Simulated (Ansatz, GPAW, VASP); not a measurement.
# V: programs and potentials compared

```
CELL_PARAMETERS angstrom
-1.51435 1.51435 1.51435
1.51435 -1.51435 1.51435
1.51435 1.51435 -1.51435
ATOMIC_POSITIONS crystal
V 0.00000 0.00000 0.00000
```

Alike in all runs: task single point; functional RPBE; k mesh 12 × 12 × 12; occupations gaussian, width 0.1 eV; collinear spin, ferromagnetic start; no spin-orbit coupling. Pressure is positive in compression and, in plane waves, holds the error of the finite cutoff.

```tsv
program and potentials	plane-wave cutoff (eV)	notes	band gap (eV)	pressure (GPa)	net moment per atom (μB)
VASP, PBE PAW files V_sv, 520 eV	520	potentials made for PBE	?	?	?
Ansatz, all-electron LAPW, scalar-relativistic	-	-	no gap	-1.33	0.00
GPAW, the program's PAW data sets (release 1.2.1) made for this functional	600	-	no gap	0.30	0.00
```

**Question.** Estimate from the other rows what the run with VASP, PBE PAW files V_sv, 520 eV gave.

**Answer.** No band gap; pressure -0.98 GPa; net moment per atom 0.00 μB. The other rows, which needn't bracket it: pressure -1.33 to 0.30; net moment per atom 0.00.
